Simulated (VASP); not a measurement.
# Al in VASP: further runs

The runs below take Al through single point, relaxation of the atoms, with PBE.

Program: VASP 6.6.1. These are calculated values, not measurements. Logs are shortened: lines on timing, memory, paths and dates and some standing lists are left out, and cuts for length are marked.

## (1) The structure

The cell holds a slab with vacuum, 19 atoms: a = 5.728 Å, b = 8.591 Å, c = 15.677 Å, α = 90.00°, β = 90.00°, γ = 60.00°.

The cell was built by a generator and needn't be a form met in nature.

## (2) Single point, PBE

File INCAR:

```
SYSTEM = Al
ALGO = Normal
EDIFF = 1E-6
ENCUT = 520
GGA = PE
ISIF = 2
ISMEAR = -1
LASPH = .TRUE.
LCHARG = .FALSE.
LREAL = Auto
LWAVE = .FALSE.
NBANDS = 44
NELM = 80
PREC = Accurate
SIGMA = 0.1
```

File KPOINTS:

```
k-points
0
G
  2 2 1
  0 0 0
```

File POSCAR:

```
Al
1.0
    5.7275650000      0.0000000000      0.0000000000
    4.2956740000      7.4403250000      0.0000000000
    0.0000000000      0.0000000000     15.6765370000
Al
19
Direct
    0.1666667000      0.1111111000      0.0637896000
    0.6666667000      0.1111111000      0.0637896000
    0.1666667000      0.4444444000      0.0637896000
    0.6666667000      0.4444444000      0.0637896000
    0.1666667000      0.7777778000      0.0637896000
    0.6666667000      0.7777778000      0.0637896000
   -0.1680637590      0.2198481790      0.2177395705
    0.3402555733      0.2177941361      0.2187143515
   -0.1587211033      0.5482952102      0.2183676328
    0.3358341744      0.5484598756      0.2193930747
   -0.1635859012      0.8833799500      0.2175472032
    0.3395032771      0.8820515157      0.2194809200
    0.0126121356     -0.0045735371      0.3689095267
    0.4938266953     -0.0036033981      0.3716649539
    0.0076254917      0.3224095195      0.3700759470
    0.5069192142      0.3238053153      0.3710384217
    0.0173814103      0.6428687570      0.3729546601
    0.5066544133      0.6522997325      0.3783375172
    0.8486844241      0.8761195283      0.5020668923
```

Potentials or basis: VASP PAW PBE potentials, release 64 (Al).

Run with:

```console
$ cat potpaw_PBE.64/Al/POTCAR > POTCAR
$ mpirun -np 1 vasp_std > vasp.out
```

OUTCAR:

```text
SYSTEM = Al
   EDIFF = 1E-6
   ENCUT = 520
   GGA = PE
   ISIF = 2
   ISMEAR = -1
   LASPH = .TRUE.
   LREAL = Auto
   NELM = 80
   PREC = Accurate

 ion  position               nearest neighbor table
   1  0.167  0.111  0.064-   3 2.86   5 2.86   6 2.86   4 2.86   2 2.86   2 2.86   7 2.93   8 2.94
                            12 2.98
   2  0.667  0.111  0.064-   4 2.86   6 2.86   5 2.86   3 2.86   1 2.86   1 2.86   7 2.91   8 2.92
                            11 2.95
   3  0.167  0.444  0.064-   1 2.86   2 2.86   4 2.86   4 2.86   6 2.86   5 2.86   9 2.91  10 2.92
                             8 2.96
   4  0.667  0.444  0.064-   2 2.86   1 2.86   3 2.86   3 2.86   5 2.86   6 2.86   9 2.93   7 2.94
                            10 2.94
   5  0.167  0.778  0.064-   1 2.86   2 2.86   6 2.86   6 2.86   4 2.86   3 2.86  11 2.91  12 2.94
                            10 2.98
   6  0.667  0.778  0.064-   2 2.86   1 2.86   5 2.86   5 2.86   3 2.86   4 2.86  11 2.91  12 2.93
                             9 2.96
   7  0.832  0.220  0.218-   8 2.83  10 2.83   9 2.85  11 2.88  16 2.89  15 2.89  13 2.90   8 2.90
                            12 2.90   2 2.91   1 2.93   4 2.94
   8  0.340  0.218  0.219-   7 2.83  10 2.83   9 2.85  11 2.86  16 2.88  12 2.89  15 2.89   7 2.90
                            14 2.91   2 2.92   1 2.94   3 2.96
   9  0.841  0.548  0.218-  10 2.83   8 2.85   7 2.85  11 2.87  12 2.87  17 2.89  10 2.89   3 2.91
                            15 2.91   4 2.93   6 2.96  18 3.01
  10  0.336  0.548  0.219-   8 2.83   7 2.83   9 2.83  11 2.87  12 2.88  17 2.88   9 2.89  16 2.91
                             3 2.92   4 2.94  18 2.97   5 2.98
  11  0.836  0.883  0.218-  12 2.85   8 2.86   9 2.87  10 2.87  12 2.88   7 2.88   6 2.91   5 2.91
                            13 2.92   2 2.95  14 2.95  17 3.02
  12  0.340  0.882  0.219-  13 2.85  11 2.85   9 2.87  11 2.88  10 2.88  14 2.88   8 2.89   7 2.90
                             6 2.93   5 2.94   1 2.98  18 3.02
  13  0.013  0.995  0.369-  19 2.69  14 2.76  15 2.80  12 2.85  16 2.86  18 2.89   7 2.90  11 2.92
                            14 2.97  17 3.02
  14  0.494  0.996  0.372-  19 2.70  13 2.76  15 2.79  16 2.85  12 2.88   8 2.91  18 2.92  11 2.95
                            13 2.97  17 3.02
  15  0.008  0.322  0.370-  17 2.78  14 2.79  13 2.80  18 2.85  16 2.86  16 2.87   8 2.89   7 2.89
                             9 2.91
  16  0.507  0.324  0.371-  17 2.77  18 2.82  14 2.85  13 2.86  15 2.86  15 2.87   8 2.88   7 2.89
                            10 2.91
  17  0.017  0.643  0.373-  19 2.67  16 2.77  15 2.78  18 2.84  10 2.88  18 2.89   9 2.89  13 3.02
                            14 3.02  11 3.02
  18  0.507  0.652  0.378-  16 2.82  17 2.84  15 2.85  17 2.89  13 2.89  14 2.92  10 2.97   9 3.01
                            12 3.02
  19  0.849  0.876  0.502-  17 2.67  13 2.69  14 2.70

  LATTYP: Found a simple monoclinic cell.
 ALAT       =     5.7275650000
 B/A-ratio  =     2.7370334514
 C/A-ratio  =     1.3228756151
 COS(beta)  =    -0.1889822093

  Lattice vectors:

 A1 = (   5.7275650000,   0.0000000000,   0.0000000000)
 A2 = (   0.0000000000,   0.0000000000, -15.6765370000)
 A3 = (  -1.4318910000,   7.4403250000,   0.0000000000)

Analysis of symmetry for initial positions (statically):
=====================================================================
 Subroutine PRICEL returns:
 Original cell was already a primitive cell.

 Routine SETGRP: Setting up the symmetry group for a
 simple monoclinic supercell.

 Subroutine GETGRP returns: Found  1 space group operations
 (whereof  1 operations were pure point group operations)
 out of a pool of  4 trial point group operations.

The static configuration has the point symmetry C_1 .

Analysis of symmetry for dynamics (positions and initial velocities):
=====================================================================
 Subroutine PRICEL returns:
 Original cell was already a primitive cell.

 Routine SETGRP: Setting up the symmetry group for a
 simple monoclinic supercell.

 Subroutine GETGRP returns: Found  1 space group operations
 (whereof  1 operations were pure point group operations)
 out of a pool of  4 trial point group operations.

The dynamic configuration has the point symmetry C_1 .

 Subroutine INISYM returns: Found  1 space group operations
 (whereof  1 operations are pure point group operations),
 and found     1 'primitive' translations

----------------------------------------------------------------------------------------

                                     Primitive cell

  volume of cell :     668.0548

  direct lattice vectors                    reciprocal lattice vectors
     5.727565000  0.000000000  0.000000000     0.174594265 -0.100802054  0.000000000
     4.295674000  7.440325000  0.000000000     0.000000000  0.134402731  0.000000000
     0.000000000  0.000000000 15.676537000     0.000000000  0.000000000  0.063789598

  length of vectors
     5.727565000  8.591347462 15.676537000     0.201604096  0.134402731  0.063789598

  position of ions in fractional coordinates (direct lattice)
     0.166666700  0.111111100  0.063789600
     0.666666700  0.111111100  0.063789600
     0.166666700  0.444444400  0.063789600
     0.666666700  0.444444400  0.063789600
     0.166666700  0.777777800  0.063789600
     0.666666700  0.777777800  0.063789600
[... 11 lines left out ...]
     0.506654413  0.652299732  0.378337517
     0.848684424  0.876119528  0.502066892

  ion indices of the primitive-cell ions
   primitive index   ion index
                 1           1
                 2           2
                 3           3
                 4           4
                 5           5
                 6           6
[... 11 lines left out ...]
                18          18
                19          19

----------------------------------------------------------------------------------------

 KPOINTS: k-points

Automatic generation of k-mesh.
 Grid dimensions read from file:
 generate k-points for:    2    2    1

 Generating k-lattice:

  Cartesian coordinates                     Fractional coordinates (reciprocal lattice)
     0.087297132 -0.050401027  0.000000000     0.500000000  0.000000000  0.000000000
     0.000000000  0.067201366  0.000000000     0.000000000  0.500000000  0.000000000
     0.000000000  0.000000000  0.063789598     0.000000000  0.000000000  1.000000000

  Length of vectors
     0.100802048  0.067201366  0.063789598

  Shift w.r.t. Gamma in fractional coordinates (k-lattice)
     0.000000000  0.000000000  0.000000000

 Subroutine IBZKPT returns following result:
 ===========================================

 Found      4 irreducible k-points:

 Following reciprocal coordinates:
            Coordinates               Weight
  0.000000  0.000000  0.000000      1.000000
  0.500000  0.000000  0.000000      1.000000
  0.000000  0.500000  0.000000      1.000000
  0.500000  0.500000  0.000000      1.000000
   k-points           NKPTS =      4   k-points in BZ     NKDIM =      4   number of bands    NBANDS=     44
   number of dos      NEDOS =    301   number of ions     NIONS =     19
   total plane-waves  NPLWV = 368640
   dimension x,y,z NGX =    48 NGY =   64 NGZ =  120
   dimension x,y,z NGXF=    96 NGYF=  128 NGZF=  240
   ions per type =              19
   NGX,Y,Z   is equivalent  to a cutoff of  13.93, 12.38, 12.73 a.u.
   NGXF,Y,Z  is equivalent  to a cutoff of  27.86, 24.77, 25.45 a.u.
 SYSTEM =  Al
   PREC   = accura    normal or accurate (medium, high low for compatibility)
   ISTART =      0    job   : 0-new  1-cont  2-samecut
   ICHARG =      2    charge: 1-file 2-atom 10-const
   ISPIN  =      1    spin polarized calculation?
   LNONCOLLINEAR =      F non collinear calculations
   LSORBIT =      F    spin-orbit coupling
   LASPH  =      T    aspherical Exc in radial PAW
   ENCUT  =  520.0 eV  38.22 Ry    6.18 a.u.  10.65 15.97 29.15*2*pi/ulx,y,z
   NELM   =     80;   NELMIN=  2; NELMDL= -5     # of ELM steps
   EDIFF  = 0.1E-05   stopping-criterion for ELM
   LREAL  =      T    real-space projection
   EDIFFG = 0.1E-04   stopping-criterion for IOM
   NSW    =      0    number of steps for IOM
   IBRION =     -1    ionic relax: 0-MD 1-quasi-New 2-CG
   NFREE  =      0    steps in history (QN), initial steepest desc. (CG)
   ISIF   =      2    stress and relaxation
   ISYM   =      2    0-nonsym 1-usesym 2-fastsym
   POTIM  = 0.5000    time-step for ionic-motion
   TEBEG  =    0.0;   TEEND  =   0.0 temperature during run
   PSTRESS=    0.0 pullay stress
   NELECT =      57.0000    total number of electrons
   NUPDOWN=      -1.0000    fix difference up-down
   EMIN   =  10.00;   EMAX   =-10.00  energy-range for DOS
   EFERMI =   0.00;   METHOD = LEGACY
   ISMEAR =    -1;   SIGMA  =   0.10  broadening in eV -4-tet -1-fermi 0-gaus
   EFERMI_NEDOS =   21; number of points for ismear=-14 and -15
   IALGO  =     38    algorithm
   IMIX   =      4    mixing-type and parameters
     AMIX     =   0.40;   BMIX     =  1.00
     AMIX_MAG =   1.60;   BMIX_MAG =  1.00
  volume/ion in A,a.u.               =      35.16       237.28
  Fermi-wavevector in a.u.,A,eV,Ry     =   0.720713  1.361950  7.067239  0.519427
  Thomas-Fermi vector in A             =   1.810236
   LORBIT       =      0    0 simple, 1 ext, 2 COOP (PROOUT), +10 PAW based schemes
   GGA     = PE    functional components
   LHFCALC =     F    Hartree Fock is set to
   AEXX    =    0.0000 exact exchange contribution
   IVDW    =     0    specifies the selected vdW correction
   LEPSILON=     F    determine dielectric tensor
   LRPA    =     F    only Hartree local field effects (RPA)
 non-spin polarized calculation
  energy-cutoff  :      520.00
  volume of cell :      668.05
 maximum number of plane-waves:     17987
 NGX is ok and might be reduce to    48
   NGX = 21   NGY = 31   NGZ = 59

 number of electron      57.0000000 magnetization

 Free energy of the ion-electron system (eV)
  ---------------------------------------------------
  ext. energy  EPLUGINS =         0.00000000
  ---------------------------------------------------
  free energy    TOTEN  =       -65.71399061 eV

  energy without entropy =      -65.39996908  energy(sigma->0) =      -65.55697985

 E-fermi :   1.5692     XC(G=0):  -6.0909

 val. band max:        1.5618426664   @ k =   0.5000   0.0000   0.0000
 cond. band min:       1.6132451131   @ k =   0.0000   0.0000   0.0000
 fundamental gap:      0.0514024466
 Fermi energy:         1.5692203044

 k-point     1 :       0.0000    0.0000    0.0000
  band No.  band energies     occupation
      1      -8.6620      2.00000
      2      -7.1767      2.00000
      3      -6.0560      2.00000
      4      -5.9913      2.00000
      5      -5.0047      2.00000
      6      -4.5569      2.00000
[... 32 lines left out ...]
     39       3.5036      0.00000
     40       3.7561      0.00000

 k-point     2 :       0.5000    0.0000    0.0000
  band No.  band energies     occupation
      1      -7.1881      2.00000
      2      -7.1564      2.00000
      3      -6.5305      2.00000
      4      -6.4934      2.00000
      5      -5.7670      2.00000
      6      -5.6511      2.00000
[... 32 lines left out ...]
     39       3.9298      0.00000
     40       4.0034      0.00000

 k-point     3 :       0.0000    0.5000    0.0000
  band No.  band energies     occupation
      1      -8.0268      2.00000
      2      -7.9673      2.00000
      3      -6.5603      2.00000
      4      -6.4791      2.00000
      5      -4.5054      2.00000
      6      -4.0717      2.00000
[... 32 lines left out ...]
     39       3.7443      0.00000
     40       3.8767      0.00000

 k-point     4 :       0.5000    0.5000    0.0000
  band No.  band energies     occupation
      1      -7.5210      2.00000
      2      -7.4804      2.00000
      3      -6.0876      2.00000
      4      -5.9764      2.00000
      5      -5.5412      2.00000
      6      -5.5226      2.00000
[... 32 lines left out ...]
     39       3.6191      0.00000
     40       3.7628      0.00000
 [bands above 40 left out]

------------------------ aborting loop because EDIFF is reached ----------------------------------------

  FORCE on cell =-STRESS in cart. coord.  units (eV):
  Direction    XX          YY          ZZ          XY          YZ          ZX
  --------------------------------------------------------------------------------------
  -------------------------------------------------------------------------------------
  Total      -12.0000550     -5.0817157     -0.3281941      0.6694532     -0.0976362     -0.1400838
  in kB      -28.7794013    -12.1873386     -0.7870987      1.6055311     -0.2341581     -0.3359592
  external PRESSURE =     -13.9179462 kB  Pullay stress =       0.0000000 kB

 VOLUME and BASIS-vectors are now :
 -----------------------------------------------------------------------------
  energy-cutoff  :      520.00
  volume of cell :      668.05
      direct lattice vectors                 reciprocal lattice vectors
     5.727565000  0.000000000  0.000000000     0.174594265 -0.100802054  0.000000000
     4.295674000  7.440325000  0.000000000     0.000000000  0.134402731  0.000000000
     0.000000000  0.000000000 15.676537000     0.000000000  0.000000000  0.063789598

 POSITION                                       TOTAL-FORCE (eV/Angst)
 -----------------------------------------------------------------------------------
      1.43189      0.82670      1.00000         0.023091     -0.082717      0.037320
      4.29567      0.82670      1.00000        -0.010239     -0.053398     -0.001819
      2.86378      3.30681      1.00000         0.066851      0.061689      0.001562
      5.72757      3.30681      1.00000        -0.066246     -0.018657      0.128169
      4.29567      5.78692      1.00000        -0.116059      0.052375     -0.075959
      7.15946      5.78692      1.00000         0.121631      0.057951     -0.033839
[... 11 lines left out ...]
      5.70396      4.85332      5.93102         0.010196      0.016503      0.047103
      8.62442      6.51861      7.87067        -0.022915     -0.019258     -0.006401
 -----------------------------------------------------------------------------------
    total drift:                                0.001362     -0.000272     -0.016118

  FREE ENERGIE OF THE ION-ELECTRON SYSTEM (eV)
  ---------------------------------------------------
  free  energy   TOTEN  =       -65.7139906082 eV

  energy  without entropy=      -65.3999690821  energy(sigma->0) =      -65.55697985
```

It took 5.7 min on 1 thread of AMD EPYC 7R43 (Zen 3), shared host; peak memory 0.61 GiB.

Results:

| Property | Result |
| --- | --- |
| Free energy | -65.7140 eV |
| Largest force | 0.148 eV/Å |
| Band gap on the k mesh | none (metal or under the smearing width) |

Forces on the atoms (eV/Å):
```
Al   0.023 -0.083  0.037
Al  -0.010 -0.053 -0.002
Al   0.067  0.062  0.002
Al  -0.066 -0.019  0.128
Al  -0.116  0.052 -0.076
Al   0.122  0.058 -0.034
Al   0.014 -0.014 -0.002
Al  -0.014 -0.014  0.006
Al  -0.011  0.006 -0.013
Al   0.007 -0.001  0.017
Al   0.005  0.015 -0.013
Al   0.004  0.000 -0.014
Al  -0.021  0.008 -0.049
Al   0.032 -0.005  0.014
Al  -0.003 -0.005 -0.018
Al  -0.005 -0.025 -0.014
Al  -0.013  0.022 -0.010
Al   0.010  0.017  0.047
Al  -0.023 -0.019 -0.006
```

Levels at points of the mesh, in eV from the Fermi level:
```
           k point  band 25  band 26  band 27  band 28  band 29  band 30  band 31  band 32  band 33  band 34
(0.00, 0.00, 0.00)    -0.67    -0.52    -0.38    -0.33    -0.21     0.04     0.23     0.73     0.84     1.14
(0.50, 0.00, 0.00)    -0.66    -0.58    -0.47    -0.23    -0.01     0.72     1.08     1.21     1.22     1.46
(0.00, 0.50, 0.00)    -1.22    -0.82    -0.66    -0.36    -0.33    -0.29    -0.22     0.64     0.86     1.13
(0.50, 0.50, 0.00)    -0.09    -0.07     0.06     0.48     0.56     0.67     1.06     1.09     1.16     1.29
```

Caveat: the k mesh is coarse (spacing up to 0.63 Å⁻¹), so the values aren't converged.

(Part 1 of 2 ends here.)
